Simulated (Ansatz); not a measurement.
# Two Ansatz runs on LiBr

The cell is COD entry 1011363, as deposited and not checked against the literature; nothing was relaxed. It is an old determination, and later ones may differ.

First run: DFT, PBE, all-electron LAPW, Dirac equation with spin-orbit coupling (Ansatz 0.2.0).

Command: `ansatz run input.yaml --threads 1 --pin off --max-ram 2048MiB --backend cpu --events-out ev --progress --plain --runs-dir out` The run took 37 s on 1 thread of Arm Neoverse V1, with other jobs on the host, peak memory 0.32 GiB.

```yaml
crystal:
  lattice:
    - [0.0, 2.7445, 2.7445]
    - [2.7445, 0.0, 2.7445]
    - [2.7445, 2.7445, 0.0]
  atoms:
    - { symbol: Li, position: [0.0, 0.0, 0.0] }
    - { symbol: Br, position: [0.5, 0.5, 0.5] }
kpoints:
  mp_grid: { grid: [8, 8, 8] }
  band_path:
    path:
      - [0.0, 0.0, 0.0]
      - [0.5, 0.0, 0.5]
      - [0.625, 0.25, 0.625]
      - [0.375, 0.375, 0.75]
      - [0.0, 0.0, 0.0]
      - [0.5, 0.5, 0.5]
      - [0.5, 0.25, 0.75]
      - [0.5, 0.0, 0.5]
    npoints: 5
scf:
  occupations: { method: fermi_dirac, width: 0.03 }
hamiltonian:
  xc: pbe
  pseudopotentials: { kind: all_electron, lapw: { basis_error: 0.001 } }
output:
  forces: true
  stress: true
  eigenvalues: true
magnetization:
  noncollinear: true
  spin_orbit: true
```

Result: converged; pressure 0.33 GPa; gap on the k mesh 4.79 eV; 6 SCF iterations.

A second input differs as follows:

```diff
@@ -22,4 +22,6 @@
 scf:
   occupations: { method: fermi_dirac, width: 0.03 }
+  mixing: { algorithm: anderson, beta: 0.001, ndim: 1 }
+  max_iter: 75
 hamiltonian:
   xc: pbe
```

**Question.** Does the change harm the result?

**Answer.** Not here: the run converged; energy at zero smearing 0.0 meV/atom from the first run; pressure 0.33 GPa; gap on the k mesh 4.79 eV; 36 SCF iterations, so the odd setting did no harm in this case.
